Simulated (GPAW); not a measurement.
# GaN (P6_3mc) in GPAW: settings compared

One crystal, GaN, is run at these levels: LDA, OLYP+D4, BLYP+D3, PBE+D3; tasks: single point, relaxation of cell and atoms.

Everything below comes from runs of GPAW 26.7.0. Logs are shortened: lines on timing, memory, paths and dates and some standing lists are left out, and cuts for length are marked. The log counts tension as positive stress, the text compression.

**Experimental background.**

From “Studying electronic properties in GaN without electrical contacts using γ-γ vs e−-γ Perturbed Angular Correlations”, 2019, pmc:6823545, for a bulk crystal of GaN: band gap 3.503 ± 0.005 eV (direct).

The results are compared with them further down.

**1. Starting point**

Symmetry: P6_3mc, No. 186, hexagonal system. The conventional cell has a = 3.180 Å, b = 3.180 Å, c = 5.166 Å, α = 90.00°, β = 90.00°, γ = 120.00°. Around Ga (site symmetry 3m) lie 4 N at 1.94 to 1.95 Å. N (site symmetry 3m) is surrounded by 4 Ga at 1.94 to 1.95 Å.

**2. Single point, LDA**

The input, run.py:

```python
from ase import Atoms
from ase.dft.bandgap import bandgap
from ase.io import write
from ase.units import GPa
from gpaw import GPAW, PW

atoms = Atoms(['Ga', 'Ga', 'N', 'N'],
              cell=[[3.18, 0.0, 0.0],
                    [-1.59, 2.753960784, 0.0],
                    [0.0, 0.0, 5.166]],
              scaled_positions=[[0.6666666667, 0.3333333333, 0.5],
                                [0.3333333333, 0.6666666667, 0.0],
                                [0.6666666667, 0.3333333333, 0.875],
                                [0.3333333333, 0.6666666667, 0.375]],
              pbc=True)

calc = GPAW(mode=PW(600),
            xc='LDA',
            kpts={'size': (8, 8, 4), 'gamma': True},
            occupations={'name': 'fermi-dirac', 'width': 0.01},
            nbands=18,
            convergence={'density': 1e-05, 'energy': 1e-05},
            maxiter=150,
            txt='gpaw.txt')
atoms.calc = calc
energy = atoms.get_potential_energy()
forces = atoms.get_forces()
stress = atoms.get_stress()
calc.write('gs.gpw')
write('result.traj', atoms)
print(f'Energy: {energy:.6f} eV')
print('Forces (eV/A):')
print(forces.round(4))
print('Stress (GPa):', (stress / GPa).round(3))
print('Fermi level:', round(calc.get_fermi_level(), 4), 'eV')
print(f'Gap: {bandgap(calc)[0]:.4f} eV, direct: {bandgap(calc, direct=True)[0]:.4f} eV')
```

Potentials or basis: the program's PAW data sets (release 1.2.1) made for this functional, pw.

Command:

```
$ OMP_NUM_THREADS=1 python run.py
```

gpaw.txt:

```text
__  _  _
 | _ |_)|_||  |
 |__||  | ||/\| - 26.7.0

Input parameters:
  mode=PW(ecut=600.0),
  convergence={'density': 1e-05, 'energy': 1e-05},
  kpts=MonkhorstPack(size=(8, 8, 4), gamma=True),
  maxiter=150,
  nbands=18,
  occupations=Occupations(name='fermi-dirac', width=0.01),
  xc=XC(name='LDA')

Diagonalizing LCAO Hamiltonian
Converting LCAO to pw mode

           N

           Ga
        N

        Ga

Atoms  # Å, Bohr magnetons
|   | symbol |         x |        y |        z |    initial magnetic moments |
|---|--------|-----------|----------|----------|-----------------------------|
| 0 |     Ga |  1.590000 | 0.917987 | 2.583000 | ( 0.0000,  0.0000,  0.0000) |
| 1 |     Ga | -0.000000 | 1.835974 | 0.000000 | ( 0.0000,  0.0000,  0.0000) |
| 2 |      N |  1.590000 | 0.917987 | 4.520250 | ( 0.0000,  0.0000,  0.0000) |
| 3 |      N | -0.000000 | 1.835974 | 1.937250 | ( 0.0000,  0.0000,  0.0000) |

Unit cell  # Å
| periodic |         x |        y |        z |  lengths |     angles |
|----------|-----------|----------|----------|----------|------------|
|      yes |  3.180000 | 0.000000 | 0.000000 | 3.180000 |  90.000000 |
|      yes | -1.590000 | 2.753961 | 0.000000 | 3.180000 |  90.000000 |
|      yes |  0.000000 | 0.000000 | 5.166000 | 5.166000 | 120.000000 |

Number of symmetries: 6
Symmetry operations  # r_c * U_cc + t_c -> r_c
|   | kind |            matrix            |
|---|------|------------------------------|
| 0 |  σ   |  1, 1, 0,  0,-1, 0,  0, 0, 1 |
| 1 |  E   |  1, 0, 0,  0, 1, 0,  0, 0, 1 |
| 2 |  C3  |  0, 1, 0, -1,-1, 0,  0, 0, 1 |
| 3 |  σ   |  0,-1, 0, -1, 0, 0,  0, 0, 1 |
| 4 |  σ   | -1, 0, 0,  1, 1, 0,  0, 0, 1 |
| 5 |  C3  | -1,-1, 0,  1, 0, 0,  0, 0, 1 |

BZ-sampling:
  Number of BZ points: 256
  Number of IBZ points: 35

  Monkhorst-Pack size: [8, 8, 4]
  Monkhorst-Pack shift: [0.0625, 0.0625, 0.125]

K-points  # in reciprocal-cell coordinates
|     |                                coordinates |     weight |
|-----|--------------------------------------------|------------|
|   0 | (  0.00000000,   0.00000000,   0.00000000) | 0.00390625 |
|   1 | (  0.00000000,   0.00000000,   0.25000000) | 0.00781250 |
|   2 | (  0.00000000,   0.00000000,   0.50000000) | 0.00390625 |
|   3 | (  0.12500000,   0.00000000,  -0.25000000) | 0.02343750 |
|   4 | (  0.12500000,   0.00000000,   0.00000000) | 0.02343750 |
|   5 | (  0.12500000,   0.00000000,   0.25000000) | 0.02343750 |
|   6 | (  0.12500000,   0.00000000,   0.50000000) | 0.02343750 |
|   7 | (  0.25000000,  -0.12500000,   0.00000000) | 0.02343750 |
|   8 | (  0.25000000,  -0.12500000,   0.25000000) | 0.04687500 |
|   9 | (  0.25000000,  -0.12500000,   0.50000000) | 0.02343750 |
| ... |                                            |            |
|  34 | (  0.50000000,   0.50000000,   0.50000000) | 0.01171875 |

Plane wave coefficients: 1532
Cutoff: 600.0 eV

Spin-components: 1 (collinear spins)
Bands:           18
Projectors:      20
Spin-degeneracy: 2
Datatype:        complex128

Density:
  Valence electrons: 16.0
  Components: 1
  Grid points: [18 18 30]
  Charge: 0.0  # |e|

Potential:
  Grid points: [18 18 30]

species:
  Ga:
    name:    Gallium
    Z:       31.0
    valence: 3
    core:    28
    charge:  0.0  # [|e|]
    compensation charges:
      type: gauss
      rc: 0.37  # [Å]
      lmax: 2
    cutoffs:
      filter: 2.06  # [Å]
      core: 4.17  # [Å]
    projectors
    | kind |    occ | energy [eV] | rcut [Å] |
    |------|--------|-------------|----------|
    |   4s |  2.000 |      -9.167 |    1.164 |
    |   4p |  1.000 |      -2.734 |    1.164 |
    |    s |        |      18.045 |    1.164 |
    |    p |        |      24.478 |    1.164 |
    |    d |        |       0.000 |    1.164 |

    Using partial waves for Ga as LCAO basis

  N:
    name:    Nitrogen
    Z:       7.0
    valence: 5
    core:    2
    charge:  0.0  # [|e|]
    compensation charges:
      type: gauss
      rc: 0.18  # [Å]
      lmax: 2
    cutoffs:
      filter: 1.11  # [Å]
      core: 0.96  # [Å]
    projectors
    | kind |    occ | energy [eV] | rcut [Å] |
    |------|--------|-------------|----------|
    |   2s |  2.000 |     -18.420 |    0.603 |
    |   2p |  3.000 |      -7.237 |    0.529 |
    |    s |        |       8.791 |    0.603 |
    |    p |        |      19.974 |    0.529 |
    |    d |        |       0.000 |    0.577 |

    Using partial waves for N as LCAO basis

Reference energy: -108557.861093  # eV

eigensolver:
  PPCG
  Converge bands: occupied
  niter=2

density mixing:
  MSR1-Mixer
  Pratt-step length: 0.05
  Maximum mixing coefficient: 0.75
  Old densities: 10
  SVD Regularization: 0.005
  Good broyden scale: 1.0
  Trust region scale: 1.0
  Backstep threshold: 4.0
  History deletion threshold: 6.0
  Fourier metric: weight=20.0, sigma=0.015

occupation numbers:
  Fermi-Dirac:
    width: 0.0100  # eV

poisson solver:
  ecut: 4800.0  # eV

xc functional:
  name: None

convergence criteria:
- Maximum integral of absolute [dens]ity change: 1e-05 electrons / valence electron
- Maximum [total energy] change in last 3 cyles: 1e-05 eV / valence electron
- Maximum integral of absolute [eigenst]ate change: 4e-08 eV^2 / valence electron
maximum number of iterations: 150

SCF iterations
|iter     | |      energy | eigst |  dens |
|---------|-|-------------|-------|-------|
|iter:   1| |  -30.938980 | -0.30 |       |
|iter:   2| |  -30.014329 | -1.89 | -0.58 |
|iter:   3| |  -27.469815 | -0.58 | -0.63 |
|iter:   4| |  -27.441017 | -2.93 | -1.31 |
|iter:   5| |  -27.431344 | -3.42 | -1.59 |
|iter:   6| |  -27.431325 | -5.53 | -2.85 |
|iter:   7| |  -27.431330c| -6.41 | -3.24 |
|iter:   8| |  -27.431330c| -7.65c| -4.23 |
|iter:   9| |  -27.431330c| -7.70c| -4.63 |
|iter:  10| |  -27.431330c| -8.33c| -5.10c|

Converged in 10 steps
Energy contributions relative to reference atoms: (reference = -108557.861093)

Energy contributions:
  Kinetic:          68.021002
  Coulomb:         -59.448122
  Zero:              0.108171
  External:          0.000000
  Xc:              -36.112380
  Entropy:          -0.000000
  Spinorbit:         0.000000
  ----------------------------
  Free energy:     -27.431330
  Extrapolated:    -27.431330

dipole moment: (-0.000024, -0.000040, -11.624108)  # |e|*Ang

Fermi level: 6.392
Eigenvalues  # (at kpt = [0.000, 0.000, 0.000])
| band index |      eig [eV] | occ [0-2] |
|------------|---------------|-----------|
|          0 |        -9.701 |     2.000 |
|          1 |        -7.238 |     2.000 |
|          2 |        -0.984 |     2.000 |
|          3 |         5.127 |     2.000 |
|          4 |         5.127 |     2.000 |
|          5 |         6.133 |     2.000 |
|          6 |         6.206 |     2.000 |
|          7 |         6.206 |     2.000 |
|          8 |         8.288 |     0.000 |
|          9 |        10.506 |     0.000 |
|         10 |        15.432 |     0.000 |
|         11 |        16.021 |     0.000 |
|         12 |        16.021 |     0.000 |
|         13 |        16.953 |     0.000 |
|         14 |        17.888 |     0.000 |
|         15 |        17.888 |     0.000 |
|        ... |               |           |
|         17 |        21.436 |     0.000 |

Gap: 2.082 eV
Transition (v -> c):
  (s=0, k=0, n=7, [0.00, 0.00, 0.00]) -> (s=0, k=0, n=8, [0.00, 0.00, 0.00])
No difference between direct/indirect transitions

Forces  # eV/Ang
|        x |       y |        z |
|----------|---------|----------|
| -0.00000 | 0.00000 | -0.16924 |  # Ga   0
|  0.00000 | 0.00000 | -0.16921 |  # Ga   1
| -0.00000 | 0.00000 |  0.16610 |  # N    2
|  0.00000 | 0.00000 |  0.16598 |  # N    3

Stress tensor  # eV/Ang^3
|        x |        y |        z |
|----------|----------|----------|
| 0.021249 | 0.000000 | 0.000000 |
| 0.000000 | 0.021249 | 0.000000 |
| 0.000000 | 0.000000 | 0.007323 |

# Writing to gs.gpw (mode='')
```

Run time: 9.5 s. Hardware: 1 thread of Intel Xeon 6975P-C (Granite Rapids), shared host; peak memory 0.16 GiB.

What came out:

| Property | Result |
| --- | --- |
| Free energy | -27.4313 eV |
| Pressure | -2.7 GPa |
| Largest force | 0.169 eV/Å |
| Band gap on the k mesh | 2.08 eV, direct |

Forces in eV/Å, atoms in the order of the input:
```
Ga   0.000  0.000 -0.169
Ga   0.000  0.000 -0.169
N    0.000  0.000  0.166
N    0.000  0.000  0.166
```

Caveat: the cutoff is short for stress and forces, so pressures can be off by a GPa or more; the data sets keep Ga 3d, Li 1s and Be 1s frozen, and some such compounds lay over 1.5 % in volume off other programs.

**3. Relaxation of cell and atoms, OLYP+D4**

The input, run.py:

```python
from ase.calculators.mixing import SumCalculator
from ase.filters import FrechetCellFilter
from ase.io import read, write
from ase.optimize import FIRE
from dftd4.ase import DFTD4
from gpaw import GPAW, PW, setup_paths

setup_paths.insert(0, '.')

atoms = read('GaN.cif')

calc = GPAW(mode=PW(800),
            xc='GGA_X_OPTX+GGA_C_LYP',
            kpts={'size': (7, 7, 4), 'gamma': True},
            occupations={'name': 'fermi-dirac', 'width': 0.05},
            nbands=18,
            convergence={'density': 1e-05, 'energy': 1e-05},
            maxiter=150,
            txt='gpaw.txt')
atoms.calc = SumCalculator([calc, DFTD4(method='olyp')])
opt = FIRE(FrechetCellFilter(atoms), trajectory='relax.traj', logfile='-')
done = opt.run(fmax=0.02, steps=60)
calc.write('gs.gpw')
write('result.traj', atoms)
print('Converged:', done)
print('Cell:', atoms.cell.cellpar().round(4))
print('Volume:', round(atoms.get_volume(), 4))
print(atoms.get_scaled_positions().round(5))
```

The input, GaN.cif:

```cif
data_GaN
_cell_length_a 3.18000000
_cell_length_b 3.18000000
_cell_length_c 5.16600000
_cell_angle_alpha 90.00000000
_cell_angle_beta 90.00000000
_cell_angle_gamma 120.00000000
_space_group_name_H-M_alt 'P1'
_space_group_name_Hall 'P 1'
_space_group_IT_number 1
loop_
_space_group_symop_operation_xyz
'x,y,z'
loop_
_atom_site_label
_atom_site_type_symbol
_atom_site_symmetry_multiplicity
_atom_site_Wyckoff_symbol
_atom_site_fract_x
_atom_site_fract_y
_atom_site_fract_z
_atom_site_occupancy
Ga1 Ga 1 a 0.6666666667 0.3333333333 0.5000000000 1
Ga2 Ga 1 a 0.3333333333 0.6666666667 0.0000000000 1
N1 N 1 a 0.6666666667 0.3333333333 0.8750000000 1
N2 N 1 a 0.3333333333 0.6666666667 0.3750000000 1
```

Potentials or basis: PAW data sets generated in the run's folder for this functional, pw.

Command:

```
$ gpaw-setup -f GGA_X_OPTX+GGA_C_LYP Ga N
$ OMP_NUM_THREADS=1 python run.py
```

gpaw.txt:

```text
__  _  _
 | _ |_)|_||  |
 |__||  | ||/\| - 26.7.0

Input parameters:
  mode=PW(ecut=800.0),
  convergence={'density': 1e-05, 'energy': 1e-05},
  kpts=MonkhorstPack(size=(7, 7, 4), gamma=True),
  maxiter=150,
  nbands=18,
  occupations=Occupations(name='fermi-dirac', width=0.05),
  xc=XC(name='GGA_X_OPTX+GGA_C_LYP')

Diagonalizing LCAO Hamiltonian
Converting LCAO to pw mode

           N

           Ga
        N

        Ga

Atoms  # Å, Bohr magnetons
|   | symbol |         x |        y |        z |    initial magnetic moments |
|---|--------|-----------|----------|----------|-----------------------------|
| 0 |     Ga |  1.590000 | 0.917987 | 2.583000 | ( 0.0000,  0.0000,  0.0000) |
| 1 |     Ga | -0.000000 | 1.835974 | 0.000000 | ( 0.0000,  0.0000,  0.0000) |
| 2 |      N |  1.590000 | 0.917987 | 4.520250 | ( 0.0000,  0.0000,  0.0000) |
| 3 |      N | -0.000000 | 1.835974 | 1.937250 | ( 0.0000,  0.0000,  0.0000) |

Unit cell  # Å
| periodic |         x |        y |        z |  lengths |     angles |
|----------|-----------|----------|----------|----------|------------|
|      yes |  3.180000 | 0.000000 | 0.000000 | 3.180000 |  90.000000 |
|      yes | -1.590000 | 2.753961 | 0.000000 | 3.180000 |  90.000000 |
|      yes |  0.000000 | 0.000000 | 5.166000 | 5.166000 | 120.000000 |

Number of symmetries: 6
Symmetry operations  # r_c * U_cc + t_c -> r_c
|   | kind |            matrix            |
|---|------|------------------------------|
| 0 |  σ   |  1, 1, 0,  0,-1, 0,  0, 0, 1 |
| 1 |  E   |  1, 0, 0,  0, 1, 0,  0, 0, 1 |
| 2 |  C3  |  0, 1, 0, -1,-1, 0,  0, 0, 1 |
| 3 |  σ   |  0,-1, 0, -1, 0, 0,  0, 0, 1 |
| 4 |  σ   | -1, 0, 0,  1, 1, 0,  0, 0, 1 |
| 5 |  C3  | -1,-1, 0,  1, 0, 0,  0, 0, 1 |

BZ-sampling:
  Number of BZ points: 196
  Number of IBZ points: 28

  Monkhorst-Pack size: [7, 7, 4]
  Monkhorst-Pack shift: [0.0, 0.0, 0.125]
[... 179 lines left out ...]
Stress tensor  # eV/Ang^3
|         x |         y |         z |
|-----------|-----------|-----------|
| -0.095629 |  0.000000 |  0.000000 |
|  0.000000 | -0.095629 |  0.000000 |
|  0.000000 |  0.000000 | -0.106669 |

Forces  # eV/Ang
|        x |       y |        z |
|----------|---------|----------|
| -0.00000 | 0.00000 | -0.19480 |  # Ga   0
| -0.00000 | 0.00000 | -0.19467 |  # Ga   1
| -0.00000 | 0.00000 |  0.19491 |  # N    2
|  0.00000 | 0.00000 |  0.19386 |  # N    3

Diagonalizing LCAO Hamiltonian
Converting LCAO to pw mode

           N

           Ga
        N

        Ga

Atoms  # Å, Bohr magnetons
|   | symbol |         x |        y |         z |    initial magnetic moments |
|---|--------|-----------|----------|-----------|-----------------------------|
| 0 |     Ga |  1.589552 | 0.917728 |  2.581479 | ( 0.0000,  0.0000,  0.0000) |
| 1 |     Ga | -0.000000 | 1.835456 | -0.001761 | ( 0.0000,  0.0000,  0.0000) |
| 2 |      N |  1.589552 | 0.917728 |  4.522435 | ( 0.0000,  0.0000,  0.0000) |
| 3 |      N | -0.000000 | 1.835456 |  1.939183 | ( 0.0000,  0.0000,  0.0000) |
[... 371 lines left out ...]
SCF iterations
|iter     | |      energy | eigst |  dens |
|---------|-|-------------|-------|-------|
|iter:   1| |  -21.877206 | -2.13 |       |
|iter:   2| |  -21.876730 | -4.56 | -2.21 |
|iter:   3| |  -21.874284 | -3.73 | -2.25 |
|iter:   4| |  -21.874333 | -4.94 | -2.96 |
|iter:   5| |  -21.874351c| -6.67 | -3.64 |
|iter:   6| |  -21.874352c| -7.53c| -4.18 |
|iter:   7| |  -21.874352c| -8.01c| -4.97 |
|iter:   8| |  -21.874352c| -8.38c| -5.40c|

Converged in 8 steps
Energy contributions relative to reference atoms: (reference = -108780.894165)

Energy contributions:
  Kinetic:          70.588024
  Coulomb:         -61.037528
  Zero:              0.281241
  External:          0.000000
  Xc:              -31.706090
  Entropy:          -0.000000
  Spinorbit:         0.000000
  ----------------------------
  Free energy:     -21.874352
  Extrapolated:    -21.874352
[... 202 lines left out ...]
SCF iterations
|iter     | |      energy | eigst |  dens |
|---------|-|-------------|-------|-------|
|iter:   1| |  -21.869829 | -2.16 |       |
|iter:   2| |  -21.869387 | -4.58 | -2.22 |
|iter:   3| |  -21.867162 | -3.76 | -2.26 |
|iter:   4| |  -21.867215 | -4.97 | -2.96 |
|iter:   5| |  -21.867232c| -6.64 | -3.64 |
|iter:   6| |  -21.867234c| -7.37 | -4.04 |
|iter:   7| |  -21.867234c| -8.00c| -4.99 |
|iter:   8| |  -21.867234c| -8.34c| -5.40c|

Converged in 8 steps
Energy contributions relative to reference atoms: (reference = -108780.894165)

Energy contributions:
  Kinetic:          71.086881
  Coulomb:         -61.453529
  Zero:              0.281528
  External:          0.000000
  Xc:              -31.782114
  Entropy:          -0.000000
  Spinorbit:         0.000000
  ----------------------------
  Free energy:     -21.867234
  Extrapolated:    -21.867234
[... 1173 lines left out ...]
Forces  # eV/Ang
|        x |        y |        z |
|----------|----------|----------|
| -0.00001 |  0.00000 | -0.02189 |  # Ga   0
|  0.00001 | -0.00000 | -0.02189 |  # Ga   1
|  0.00000 | -0.00000 |  0.02152 |  # N    2
| -0.00000 |  0.00000 |  0.02163 |  # N    3

# Writing to gs.gpw (mode='')
```

stdout:

```text
Step          Energy          fmax
FIRE:    0      -25.903904        0.176286
FIRE:    1      -25.905106        0.112199
FIRE:    2      -25.905941        0.043161
FIRE:    3      -25.905401        0.085350
FIRE:    4      -25.905473        0.077905
FIRE:    5      -25.905587        0.063756
FIRE:    6      -25.905731        0.049642
FIRE:    7      -25.905839        0.032545
FIRE:    8      -25.905795        0.013840
Converged: True
Cell: [  3.1755   3.1755   5.1631  90.      90.     120.    ]
Volume: 45.0889
[[0.66667 0.33333 0.49906]
 [0.33333 0.66667 0.99906]
 [0.66667 0.33333 0.87594]
 [0.33333 0.66667 0.37593]]
```

It took 3.7 min on 1 thread of Intel Xeon Platinum 8488C (Sapphire Rapids), shared host; peak memory 0.38 GiB.

Results:

| Item | Value |
| --- | --- |
| Free energy | -25.9058 eV |
| Relaxed volume | 11.27 Å³/atom |
| Relaxed cell | a = 3.176 Å, b = 3.176 Å, c = 5.163 Å, α = 90.00°, β = 90.00°, γ = 120.00° |
| Space group after relaxing (to 0.05 Å) | P6_3mc (No. 186) |
| Energy gained by relaxing | 0.5 meV/atom |
| Ionic steps | 9 |
| Pressure after relaxing | -0.2 GPa |
| Largest force after relaxing | 0.006 eV/Å |
| Band gap on the k mesh | 2.29 eV, direct |
| Dispersion energy per atom | -1.010 eV |

Forces in eV/Å, atoms in the order of the input:
```
Ga   0.000  0.000 -0.006
Ga   0.000  0.000 -0.006
N    0.000  0.000  0.005
N    0.000  0.000  0.005
```

The path:
| step | energy change (eV) | largest force (eV/Å) | pressure (GPa) | volume (Å³) |
| --- | --- | --- | --- | --- |
| 1 | 0.0000 | 0.1763 | -0.89 | 45.24 |
| 2 | -0.0012 | 0.1122 | -0.80 | 45.22 |
| 3 | -0.0020 | 0.0103 | -0.61 | 45.18 |
| 4 | -0.0015 | 0.0853 | -0.30 | 45.12 |
| 5 | -0.0016 | 0.0779 | -0.29 | 45.11 |
| 6 | -0.0017 | 0.0638 | -0.28 | 45.11 |
| 7 | -0.0018 | 0.0440 | -0.26 | 45.11 |
| 8 | -0.0019 | 0.0202 | -0.23 | 45.10 |
| 9 | -0.0019 | 0.0057 | -0.18 | 45.09 |

Final structure:
```
CELL_PARAMETERS angstrom
3.17550 0.00000 0.00000
-1.58775 2.75007 0.00000
0.00000 0.00000 5.16314
ATOMIC_POSITIONS crystal
Ga 0.66667 0.33333 0.49906
Ga 0.33333 0.66667 0.99906
N 0.66667 0.33333 0.87594
N 0.33333 0.66667 0.37593
```

Caveat: the data sets keep Ga 3d, Li 1s and Be 1s frozen, and some such compounds lay over 1.5 % in volume off other programs; later steps reuse the first step's grids.

(Part 1 of 2 ends here.)
